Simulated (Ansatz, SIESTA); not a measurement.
This is a calculation of GaN for SIESTA 5.4.2 (ASE script). 

Contents of run.py:

```python
from ase import Atoms
from ase.calculators.siesta import Siesta
from ase.units import Ry, GPa
from ase.optimize import LBFGS
from ase.filters import FrechetCellFilter

atoms = Atoms(
    ['Ga', 'Ga', 'N', 'N'],
    cell=[
        [3.18, 0.0, 0.0],
        [-1.59, 2.753960784, 0.0],
        [0.0, 0.0, 5.166],
    ],
    scaled_positions=[
        [0.6666666667, 0.3333333333, 0.5],
        [0.3333333333, 0.6666666667, 0.0],
        [0.6666666667, 0.3333333333, 0.875],
        [0.3333333333, 0.6666666667, 0.375],
    ],
    pbc=True,
)

fdf = {
    'SCFMustConverge': False,
    'OccupationFunction': 'FD',
    'ElectronicTemperature': '0.05 eV',
    'MaxSCFIterations': '120',
    'SCF.Mixer.Method': 'Pulay',
    'SCF.Mixer.Weight': '0.25',
    'SCF.Mixer.History': '8',
    'SCF.DM.Tolerance': '5.0e-05',
    'SCF.H.Tolerance': '1.0e-03 eV',
    'WriteForces': 'true',
    'Charge.Mulliken': 'end',
    'PAO.Basis': ['Ga.1 4', 'n=4 0 2', '  6.562 0.000', 'n=4 1 2', '  9.354 0.000', 'n=3 2 2', '  3.582 0.000', 'n=4 2 1', '  9.354'],
}
calc = Siesta(
    label="GaN",
    command="siesta < PREFIX.fdf > PREFIX.out",
    pseudo_path="pseudos",
    pseudo_qualifier="",
    xc=('GGA', 'PBEsol'),
    basis_set="DZP",
    mesh_cutoff=800 * Ry,
    energy_shift=0.003 * Ry,
    kpts=[10, 10, 5],
    spin="non-polarized",
    fdf_arguments=fdf,
)
atoms.calc = calc

opt = LBFGS(FrechetCellFilter(atoms), trajectory="relax.traj")
converged = opt.run(fmax=0.02, steps=40)
print("converged:", converged)
print("cell (A):", atoms.cell.cellpar().round(5))
print("scaled positions:")
print(atoms.get_scaled_positions().round(6))
print(f"energy = {atoms.get_potential_energy():.6f} eV")
free = atoms.get_potential_energy(force_consistent=True)
print(f"free energy = {free:.6f} eV")
print("forces (eV/A):")
print(atoms.get_forces(apply_constraint=False).round(6))
print("stress (GPa, Voigt order, tension positive):", (atoms.get_stress() / GPa).round(4))
```

Potentials or basis: PseudoDojo 0.4 standard (PBEsol files), converted to PSML, two zetas on semicore shells, DZP (energy shift 0.003 Ry; two zetas on semicore shells).

Launch:

```bash
$ python run.py
```

Set up the same calculation for Ansatz 0.2.0. Potentials or basis there: Ansatz PAW, cutoff 420 eV.

As run (cutoffs and basis follow the program's own potentials, and thresholds, step limits or extra output files can differ):

File input.yaml:

```yaml
crystal:
  lattice:
    - [3.18, 0.0, 0.0]
    - [-1.59, 2.753960784, 0.0]
    - [0.0, 0.0, 5.166]
  atoms:
    - { symbol: Ga, position: [0.6666666667, 0.3333333333, 0.5] }
    - { symbol: Ga, position: [0.3333333333, 0.6666666667, 0.0] }
    - { symbol: "N", position: [0.6666666667, 0.3333333333, 0.875] }
    - { symbol: "N", position: [0.3333333333, 0.6666666667, 0.375] }
hamiltonian:
  xc: pbesol
  pseudopotentials: { kind: paw }
kpoints:
  mp_grid: { grid: [10, 10, 5] }
scf:
  occupations: { method: fermi_dirac, width: 0.05 }
output:
  forces: true
  stress: true
  eigenvalues: true
  write_density: true
  write_potential: true
  elf: true
  volumetric_format: npy
relax:
  f_tol: 0.01
  max_steps: 40
  cell: { stress_tol: 0.05 }
```

Potentials or basis: Ansatz PAW.

Launch:

```sh
$ ansatz run input.yaml --threads 1 --pin off --max-ram 3584MiB --backend cpu --events-out ev --progress --plain --runs-dir out
```

Both were run:

|  | SIESTA | Ansatz |
| --- | --- | --- |
| Relaxed volume | 11.54 Å³/atom | 11.37 Å³/atom |
| Relaxed cell | a = 3.199 Å, b = 3.199 Å, c = 5.209 Å, α = 90.00°, β = 90.00°, γ = 120.00° | a = 3.183 Å, b = 3.183 Å, c = 5.185 Å, α = 90.00°, β = 90.00°, γ = 120.00° |
| Space group after relaxing | P6_3mc (No. 186) | P6_3mc (No. 186) |
| Pressure after relaxing | -0.1 GPa | 0.0 GPa |

Ansatz's pressure holds a Pulay term of +0.53 GPa for its cutoff of 420 eV, which the other run lacks.

Ansatz's potentials were made for PBE.

Where Ansatz's input types no cutoff or centring, it takes its own default and a Γ-centred mesh.

Pressure is positive in compression.
